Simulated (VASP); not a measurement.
# InPd (Pm-3m) in VASP: further runs, part 2 of 2

VASP 6.6.1.

### Step 4. Relaxation of cell and atoms, PBE+TS

Contents of INCAR:

```
SYSTEM = InPd
PREC     = Accurate       ! precision mode
ENCUT    = 600            ! plane-wave cutoff, eV
EDIFF    = 1E-6           ! SCF threshold, eV
ISMEAR   = -1             ! smearing method
SIGMA    = 0.05           ! smearing width, eV
LREAL    = .FALSE.        ! projectors in reciprocal space
LASPH    = .TRUE.         ! aspherical terms in the spheres
NELM     = 100            ! most SCF steps
ALGO     = Fast           ! electronic algorithm
ISIF     = 3              ! what is computed and relaxed
LWAVE    = .FALSE.        ! write WAVECAR
LCHARG   = .FALSE.        ! write CHGCAR
GGA      = PE             ! functional
IVDW     = 2              ! dispersion correction
IBRION   = 2              ! ionic algorithm
NSW      = 60             ! ionic steps
EDIFFG   = -0.02          ! ionic threshold
```

Contents of KPOINTS:

```
Automatic mesh
0
G
  8 8 8
  0 0 0
```

Contents of POSCAR:

```
InPd
1.0
    3.2718847800      0.0000000000      0.0000000000
    0.0000000000      3.2718847800      0.0000000000
    0.0000000000      0.0000000000      3.2718847800
In Pd
1 1
Direct
    0.0000000000      0.0000000000      0.0000000000
    0.5000000000      0.5000000000      0.5000000000
```

Run with:

```console
> cat potpaw_PBE.64/In_d/POTCAR potpaw_PBE.64/Pd/POTCAR > POTCAR
> mpirun -np 1 vasp_std > vasp.out
```

It took 34 s on 1 thread of Intel Xeon 6975P-C (Granite Rapids), shared host; peak memory 0.17 GiB.

The run converged. Its results:

```
Free energy                            : -9.5639 eV
Relaxed volume                         : 17.29 Å³/atom
Relaxed cell                           : a = 3.258 Å, b = 3.258 Å, c = 3.258 Å, α = 90.00°, β = 90.00°, γ = 90.00°
Space group after relaxing (to 0.05 Å) : Pm-3m (No. 221)
Energy gained by relaxing              : 1.2 meV/atom
Ionic steps                            : 3
Pressure after relaxing                : -0.2 GPa
Band gap on the k mesh                 : none (metal or under the smearing width)
Hirshfeld charges                      : In +0.08; Pd -0.08 e
Dispersion energy per atom             : -0.419 eV
```

Step by step:
```csv
step,energy change (eV),largest force (eV/Å),pressure (GPa),volume (Å³)
1,0.0000,0.0000,-1.49,35.03
2,-0.0005,0.0000,1.55,34.21
3,-0.0023,0.0000,-0.18,34.57
```

Final structure:
```
In Pd
1.0
     3.25775    0.00000    0.00000
     0.00000    3.25775    0.00000
     0.00000    0.00000    3.25775
In Pd
1 1
Direct
  0.00000 0.00000 0.00000
  0.50000 0.50000 0.50000
```

Levels at points of the mesh, in eV from the Fermi level:
| k point | band 10 | band 11 | band 12 | band 13 | band 14 | band 15 |
| --- | --- | --- | --- | --- | --- | --- |
| (0.00, 0.00, 0.00) | -2.22 | -2.22 | 4.33 | 4.33 | 4.33 | 9.69 |
| (0.50, 0.00, 0.00) | -3.22 | -2.29 | -1.04 | 9.76 | 9.76 | 10.02 |
| (0.50, 0.50, 0.00) | -2.29 | -2.29 | -1.63 | 1.60 | 2.60 | 9.66 |
| (0.50, 0.50, 0.50) | -1.59 | 0.06 | 3.90 | 3.90 | 3.90 | 4.53 |

Caveat: atom-pairwise D2, TS and ULG terms overbind metals; pairwise dispersion overbinds metals, which lowers pressure and volume.

### Step 5. Relaxation of cell and atoms, PBEsol+D3

Contents of INCAR:

```
SYSTEM = InPd
  ALGO = Normal
  EDIFF = 1E-6
  EDIFFG = -0.01
  ENCUT = 600
  GGA = PS
  IBRION = 2
  ISIF = 3
  ISMEAR = -1
  IVDW = 11
  LASPH = .True.
  LCHARG = .False.
  LREAL = .False.
  LWAVE = .False.
  NELM = 80
  NSW = 40
  PREC = Accurate
  SIGMA = 0.05
```

Contents of KPOINTS:

```
k-points
0
Gamma
  8 8 8
  0 0 0
```

POSCAR is that of step 4.

Run with:

```console
> cat potpaw_PBE.64/In_d/POTCAR potpaw_PBE.64/Pd/POTCAR > POTCAR
> mpirun -np 1 vasp_std > vasp.out
```

It took 22 s on 1 thread of Intel Xeon 6975P-C (Granite Rapids), shared host; peak memory 0.19 GiB.

Results (log left out):

```yaml
Free_energy: -10.7109 eV
Relaxed_volume: 16.75 Å³/atom
Relaxed_cell: a = 3.224 Å, b = 3.224 Å, c = 3.224 Å, α = 90.00°, β = 90.00°, γ = 90.00°
Space_group_after_relaxing_to_0.05_Å: Pm-3m (No. 221)
Energy_gained_by_relaxing: 14.4 meV/atom
Ionic_steps: 3
Pressure_after_relaxing: 0.0 GPa
Band_gap_on_the_k_mesh: none (metal or under the smearing width)
Dispersion_energy_per_atom: -0.356 eV
```

The path:
```tsv
step	energy change (eV)	largest force (eV/Å)	pressure (GPa)	volume (Å³)
1	0.0000	0.0000	-5.70	35.03
2	0.0063	0.0000	7.73	31.96
3	-0.0289	0.0000	0.00	33.50
```

Final structure:
```yaml
crystal:
  lattice:
    - [3.22379, 0.00000, 0.00000]
    - [0.00000, 3.22379, 0.00000]
    - [0.00000, 0.00000, 3.22379]
  atoms:
    - { symbol: In, position: [0.00000, 0.00000, 0.00000] }
    - { symbol: Pd, position: [0.50000, 0.50000, 0.50000] }
```

Levels at points of the mesh, in eV from the Fermi level:
```csv
k point,band 10,band 11,band 12,band 13,band 14,band 15
"(0.00, 0.00, 0.00)",-2.27,-2.27,4.34,4.34,4.34,10.06
"(0.50, 0.00, 0.00)",-3.35,-2.36,-1.04,10.01,10.01,10.14
"(0.50, 0.50, 0.00)",-2.44,-2.44,-1.65,1.77,2.69,9.84
"(0.50, 0.50, 0.50)",-1.61,0.15,3.92,3.92,3.92,4.67
```

Caveat: the PAW data sets were made with another functional, which shifts forces and pressure a little; pairwise dispersion overbinds metals, which lowers pressure and volume.

### Step 6. Relaxation of cell and atoms, PBEsol+D3(BJ)

Contents of INCAR:

```
SYSTEM = InPd
PREC     = Accurate       ! precision mode
ENCUT    = 600            ! plane-wave cutoff, eV
EDIFF    = 1E-6           ! SCF threshold, eV
ISMEAR   = -1             ! smearing method
SIGMA    = 0.05           ! smearing width, eV
LREAL    = .False.        ! projectors in reciprocal space
LASPH    = .True.         ! aspherical terms in the spheres
NELM     = 60             ! most SCF steps
ALGO     = Normal         ! electronic algorithm
ISIF     = 3              ! what is computed and relaxed
LWAVE    = .False.        ! write WAVECAR
LCHARG   = .False.        ! write CHGCAR
GGA      = PS             ! functional
IVDW     = 12             ! dispersion correction
IBRION   = 2              ! ionic algorithm
NSW      = 40             ! ionic steps
EDIFFG   = -0.01          ! ionic threshold
```

Contents of KPOINTS:

```
Automatic mesh
0
Gamma
  8 8 8
  0 0 0
```

POSCAR is that of step 5.

Potentials or basis: VASP PAW PBE potentials, release 64 (In_d, Pd).

Run with:

```console
> cat potpaw_PBE.64/In_d/POTCAR potpaw_PBE.64/Pd/POTCAR > POTCAR
> mpirun -np 1 vasp_std > vasp.out
```

OUTCAR:

```text
SYSTEM = InPd
   PREC = Accurate
   ENCUT = 600
   EDIFF = 1E-6
   ISMEAR = -1
   LREAL = .False.
   LASPH = .True.
   NELM = 60
   ISIF = 3
   GGA = PS
   IVDW = 12
   IBRION = 2
   NSW = 40
   EDIFFG = -0.01
 IVDW          = 12

 ion  position               nearest neighbor table
   1  0.000  0.000  0.000-   2 2.83   2 2.83   2 2.83   2 2.83   2 2.83   2 2.83   2 2.83   2 2.83

   2  0.500  0.500  0.500-   1 2.83   1 2.83   1 2.83   1 2.83   1 2.83   1 2.83   1 2.83   1 2.83

  LATTYP: Found a simple cubic cell.
 ALAT       =     3.2718847800

  Lattice vectors:

 A1 = (   3.2718847800,   0.0000000000,   0.0000000000)
 A2 = (   0.0000000000,   3.2718847800,   0.0000000000)
 A3 = (   0.0000000000,   0.0000000000,   3.2718847800)

Analysis of symmetry for initial positions (statically):
=====================================================================
 Subroutine PRICEL returns:
 Original cell was already a primitive cell.
[... 260 lines left out ...]

  energy without entropy =       -9.97654203  energy(sigma->0) =       -9.98146689

 E-fermi :  11.1342     XC(G=0): -12.7315

 val. band max:       11.1066649670   @ k =   0.3750   0.2500   0.1250
 cond. band min:      11.3419046340   @ k =   0.5000   0.5000   0.5000
 fundamental gap:      0.2352396670
 Fermi energy:        11.1342222465

 k-point     1 :       0.0000    0.0000    0.0000
  band No.  band energies     occupation
      1      -3.8029      2.00000
      2      -3.8029      2.00000
      3      -3.3143      2.00000
      4      -3.3143      2.00000
      5      -3.3143      2.00000
      6       0.6324      2.00000
      7       7.1357      2.00000
      8       7.1357      2.00000
      9       8.8330      2.00000
     10       8.8330      2.00000
     11       8.8330      2.00000
     12      15.4944      0.00000
     13      15.4944      0.00000
     14      15.4944      0.00000
[... 401 lines left out ...]
      2      -3.5183      2.00000
      3      -3.5038      2.00000
      4      -3.4799      2.00000
      5      -3.1256      2.00000
      6       4.7650      2.00000
      7       6.9581      2.00000
      8       7.4009      2.00000
      9       7.8695      2.00000
     10       8.8308      2.00000
     11       9.5521      2.00000
     12      10.1436      2.00000
     13      13.7032      0.00000
     14      14.9140      0.00000
     15      19.3369      0.00000

 [... further k-points ...]

------------------------ aborting loop because EDIFF is reached ----------------------------------------

 Edisp (eV)   -1.12971

 E8    (eV) :    -0.7877
[... 25 lines left out ...]
  FREE ENERGIE OF THE ION-ELECTRON SYSTEM (eV)
  ---------------------------------------------------
  free  energy   TOTEN  =       -11.1161030163 eV

  energy  without entropy=      -11.1062532988  energy(sigma->0) =      -11.11117816

 reached required accuracy - stopping structural energy minimisation
```

It took 22 s on 1 thread of Intel Xeon 6975P-C (Granite Rapids), shared host; peak memory 0.19 GiB.

What came out:

```
Free energy                            : -11.1161 eV
Relaxed volume                         : 16.54 Å³/atom
Relaxed cell                           : a = 3.210 Å, b = 3.210 Å, c = 3.210 Å, α = 90.00°, β = 90.00°, γ = 90.00°
Space group after relaxing (to 0.05 Å) : Pm-3m (No. 221)
Energy gained by relaxing              : 25.7 meV/atom
Ionic steps                            : 3
Pressure after relaxing                : -0.1 GPa
Band gap on the k mesh                 : none (metal or under the smearing width)
Dispersion energy per atom             : -0.565 eV
```

Step by step:
```csv
step,energy change (eV),largest force (eV/Å),pressure (GPa),volume (Å³)
1,0.0000,0.0000,-7.79,35.03
2,0.0290,0.0000,12.77,30.89
3,-0.0515,0.0000,-0.08,33.08
```

Final structure:
```
In Pd
1.0
     3.21002    0.00000    0.00000
     0.00000    3.21002    0.00000
     0.00000    0.00000    3.21002
In Pd
1 1
Direct
  0.00000 0.00000 0.00000
  0.50000 0.50000 0.50000
```

Levels at points of the mesh, in eV from the Fermi level:
| k point | band 10 | band 11 | band 12 | band 13 | band 14 | band 15 |
| --- | --- | --- | --- | --- | --- | --- |
| (0.00, 0.00, 0.00) | -2.30 | -2.30 | 4.36 | 4.36 | 4.36 | 10.23 |
| (0.50, 0.00, 0.00) | -3.41 | -2.40 | -1.06 | 10.13 | 10.13 | 10.19 |
| (0.50, 0.50, 0.00) | -2.49 | -2.49 | -1.67 | 1.84 | 2.73 | 9.93 |
| (0.50, 0.50, 0.50) | -1.63 | 0.21 | 3.94 | 3.94 | 3.94 | 4.72 |

Caveat: the PAW data sets were made with another functional, which shifts forces and pressure a little; pairwise dispersion overbinds metals, which lowers pressure and volume.

### Step 7. The runs side by side

| level | gap on the mesh (eV) | pressure (GPa) | relaxed volume (Å³/atom) |
| --- | --- | --- | --- |
| PBE+D4 | none | 0.0 | 17.45 |
| PBE+rVV10 | none | 0.0 | 17.74 |
| PBE+TS | none | -0.2 | 17.29 |
| PBEsol+D3 | none | 0.0 | 16.75 |
| PBEsol+D3(BJ) | none | -0.1 | 16.54 |

Alike in all rows: task relaxation of cell and atoms; potentials or basis VASP PAW PBE potentials, release 64 (In_d, Pd); no spin polarisation; cell relaxed; k mesh 8 × 8 × 8; cutoff (eV) 600; smearing fermi-dirac 0.05 eV.

Caveats: pairwise dispersion overbinds metals, which lowers pressure and volume; the PAW data sets were made with another functional, which shifts forces and pressure a little (some runs); atom-pairwise D2, TS and ULG terms overbind metals (some runs).

Total energies depend on the potentials used, so only differences within one code and one set of settings carry meaning.
